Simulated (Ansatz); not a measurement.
Zn:

```
Zn
1.0
     2.67000    0.00000    0.00000
    -1.33500    2.31229    0.00000
     0.00000    0.00000    4.96600
Zn
2
Direct
  0.66667 0.33333 0.75000
  0.33333 0.66667 0.25000
```

| Property | Result |
| --- | --- |
| Program | Ansatz 0.2.0 |
| Task | relaxation of cell and atoms |
| Functional | LDA |
| Potentials or basis | Ansatz PAW |
| Cutoff | 420 eV (not typed: the program's choice for these potentials) |
| k mesh | 11 × 11 × 6 |
| Occupations | fermi-dirac, width 0.05 eV |
| Spin | no spin polarisation |

At the start: volume 15.33 Å³/atom.

Task: Where does the relaxation end?

Result: It ends after 14 steps and the volume is 13.36 Å³/atom (-12.8 %); space group P6_3/mmc (No. 194, to 0.05 Å).

Step by step:
```csv
step,energy change (eV),largest force (eV/Å),volume (Å³)
1,0.0000,0.0000,30.66
2,-0.1139,0.0000,27.71
3,-0.1216,0.0000,26.37
4,-0.1242,0.0000,26.80
5,-0.1242,0.0000,26.87
6,-0.1242,0.0000,26.86
7,-0.1242,0.0000,26.86
8,-0.1244,0.0000,26.84
9,-0.1252,0.0000,26.80
10,-0.1279,0.0000,26.67
11,-0.1348,0.0000,26.33
12,-0.1367,0.0000,26.72
13,-0.1367,0.0000,26.72
14,-0.1359,0.0000,26.72
```

Final structure:
```
Zn
1.0
     2.65362    0.00000    0.00000
    -1.32681    2.29810    0.00000
     0.00000    0.00000    4.38163
Zn
2
Direct
  0.66667 0.33333 0.75000
  0.33333 0.66667 0.25000
```

Caveat: the plane-wave basis is chosen anew once the cell has moved, so the energies of steps on either side of that aren't comparable; the PAW data sets come from PBE, with cores solved anew for the run's functional, which leaves a small shift of forces and pressure.
